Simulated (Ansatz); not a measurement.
# HfO2: the cost of one run

Program: Ansatz 0.2.0. Level of theory: DFT PBE, scalar-relativistic, plane waves, PAW. These are calculated values, not measurements.

5 further runs of the same task are left out: 5 set aside as unsound or not needed.

### Step 1. Starting point

The cell holds 24 atoms (CeHf7O16): a = 6.783 Å, b = 7.335 Å, c = 7.335 Å, α = 90.57°, β = 116.24°, γ = 116.24°.

Structure file:

```
Ce Hf O
1.0
    -4.26782    0.00000   -5.27156
     5.16092    5.21212   -0.00534
     5.16092   -5.21212   -0.00534
Ce Hf O
1 7 16
Direct
  0.29163 0.01221 0.55515
  0.29163 0.51221 0.05515
  0.20837 0.44485 0.48779
  0.20837 0.94485 0.98779
  0.70837 0.48779 0.94485
  0.70837 0.98779 0.44485
  0.79163 0.05515 0.01221
  0.79163 0.55515 0.51221
  0.02335 0.10766 0.36487
  0.02335 0.60766 0.86487
  0.47665 0.13513 0.89234
  0.47665 0.63513 0.39234
  0.97665 0.39234 0.13513
  0.97665 0.89234 0.63513
  0.52335 0.36487 0.60766
  0.52335 0.86487 0.10766
  0.65158 0.02368 0.69503
  0.65158 0.52368 0.19503
  0.84842 0.80497 0.97632
  0.84842 0.30497 0.47632
  0.34842 0.47632 0.80497
  0.34842 0.97632 0.30497
  0.15158 0.69503 0.52368
  0.15158 0.19503 0.02368
```

The host was relaxed before at PBE: a = 5.161 Å, b = 5.212 Å, c = 5.352 Å, α = 90.00°, β = 99.67°, γ = 90.00° (conventional cell), 11.827 Å³/atom.

Places, in fractions of the supercell: Ce in place of Hf at (0.292, 0.012, 0.555). The start keeps the symmetry of the ideal site.

### Step 2. Band edges of the host over the zone

File input.yaml:

```yaml
crystal:
  lattice:
    - [5.1609167999, 0.0, -0.0053390239]
    - [0.0, 5.2121153012, 0.0]
    - [-0.8931003676, 0.0, 5.2769006698]
  atoms:
    - { symbol: Hf, position: [0.2757342966, 0.4570632134, 0.7083729895] }
    - { symbol: Hf, position: [0.7242657034, 0.9570632134, 0.7916270105] }
    - { symbol: Hf, position: [0.7242657034, 0.5429367866, 0.2916270105] }
    - { symbol: Hf, position: [0.2757342966, 0.0429367866, 0.2083729895] }
    - { symbol: O, position: [0.4491832238, 0.7427866284, 0.9766468725] }
    - { symbol: O, position: [0.5508167762, 0.2427866284, 0.5233531275] }
    - { symbol: O, position: [0.5508167762, 0.2572133716, 0.0233531275] }
    - { symbol: O, position: [0.4491832238, 0.7572133716, 0.4766468725] }
    - { symbol: O, position: [0.0671205936, 0.3286479051, 0.3484179347] }
    - { symbol: O, position: [0.9328794064, 0.8286479051, 0.1515820653] }
    - { symbol: O, position: [0.9328794064, 0.6713520949, 0.6515820653] }
    - { symbol: O, position: [0.0671205936, 0.1713520949, 0.8484179347] }
basis:
  ecutwfc: 420
  xc_grid: 2
kpoints:
  mp_grid: { grid: [4, 4, 4] }
  band_path: { path: [VBM, CBM], npoints: 2 }
hamiltonian:
  xc: pbe
scf:
  occupations: { method: gaussian, width: 0.02 }
output:
  forces: true
  stress: true
  eigenvalues: true
```

The run is started by

```sh
ansatz run input.yaml --threads 8 --pin off --max-ram 16384MiB --backend cpu --events-out ev --progress --plain --runs-dir out
```

**Question.** How long does this run take on 8 threads of Intel Xeon at 2.50GHz (Skylake/Cascade Lake), shared host, and how much memory does it need?

About 50 s, with a peak of 1.1 GiB.
